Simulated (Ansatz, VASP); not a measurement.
**One calculation of Pd, two programs**

```
Pd
1.0
     0.00000    1.95865    1.95865
     1.95865    0.00000    1.95865
     1.95865    1.95865    0.00000
Pd
1
Direct
  0.00000 0.00000 0.00000
```

Alike in both runs: task relaxation of cell and atoms; functional PBE; k mesh 18 × 18 × 18; occupations gaussian, width 0.1 eV; no spin polarisation.

|  | VASP | Ansatz |
| --- | --- | --- |
| version | VASP 6.6.1 | Ansatz 0.2.0 |
| potentials or method | VASP PAW PBE potentials, release 64 (Pd) | scalar-relativistic, plane waves, PAW |
| plane-wave cutoff (eV) | 600 | 420 |
| valence electrons in the cell | 10 | 18 |

```csv
,VASP,Ansatz,Ansatz less VASP
"gap on the k mesh at the Fermi level, each at its own relaxed structure (eV)",none,none,-
relaxed volume (Å³/atom),15.28,15.32,+0.036
relaxed cell length with the largest relative difference (Å),2.785,2.788,+0.0022
energy change over the relaxation (meV/atom),-2,-3,-0.6
```

A gap of «none» marks a metal or a gap that the smearing closes. The two sets of potentials don't hold the same shells in valence.
